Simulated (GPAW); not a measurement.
Runs of GPAW 26.7.0 on Sn. It takes space group I4_1/amd (No. 141, tetragonal). The conventional cell has a = 5.880 Å, b = 5.880 Å, c = 3.199 Å, α = 90.00°, β = 90.00°, γ = 90.00°. Sn (site symmetry -4m2) is surrounded by 6 Sn at 3.05 to 3.20 Å. 

| task | level | potentials or basis | cell | k mesh | cutoff (eV) | maxiter | optimizer | fmax | max steps | convergence | gap on the mesh (eV) | pressure (GPa) | relaxed volume (Å³/atom) |
| --- | --- | --- | --- | --- | --- | --- | --- | --- | --- | --- | --- | --- | --- |
| relaxation of cell and atoms | PBEsol+D3(BJ) | PAW data sets generated in the run's folder for this functional, pw | relaxed | 7 × 7 × 7 | 600 | 150 | BFGS | 0.02 eV/Å | 60 | density=1e-05 forces=0.0001 | none | 0.1 | (a) |
| relaxation of cell and atoms | PBEsol+D4 | PAW data sets generated in the run's folder for this functional, pw | relaxed | 7 × 7 × 7 | 600 | 150 | BFGS | 0.02 eV/Å | 60 | density=1e-05 forces=0.0001 | none | 0.0 | 25.99 |
| single point | LDA | the program's PAW data sets (release 1.2.1) made for this functional, pw | as given | 8 × 8 × 8 | 500 | 120 | - | - | - | default | none | -3.6 | - |
| relaxation of cell and atoms | PBEsol | PAW data sets generated in the run's folder for this functional, pw | relaxed | 7 × 7 × 7 | 600 | 150 | BFGS | 0.02 eV/Å | 60 | density=1e-05 forces=0.0001 | none | -0.1 | 26.70 |
| relaxation of cell and atoms | PBEsol+D3(BJ)+ATM | PAW data sets generated in the run's folder for this functional, pw | relaxed | 7 × 7 × 7 | 600 | 150 | BFGS | 0.02 eV/Å | 60 | density=1e-05 forces=0.0001 | none | 0.0 | 25.63 |
| relaxation of cell and atoms | PBEsol+D3 | PAW data sets generated in the run's folder for this functional, pw | relaxed | 7 × 7 × 7 | 600 | 150 | BFGS | 0.02 eV/Å | 60 | density=1e-05 forces=0.0001 | none | 0.0 | (b) |

Alike in all rows: no spin polarisation; smearing fermi-dirac 0.05 eV.

Fill in the values left out.

(a) 25.53; (b) 26.33.

Caveats: later steps reuse the first step's grids (some runs); pairwise dispersion overbinds metals, which lowers pressure and volume (some runs); the cutoff is short for stress and forces, so pressures can be off by a GPa or more (some runs).

A k mesh can miss the band edges, and the runs leave out spin-orbit coupling on Sn.

A gap of «none» marks a metal or a gap under the smearing width.
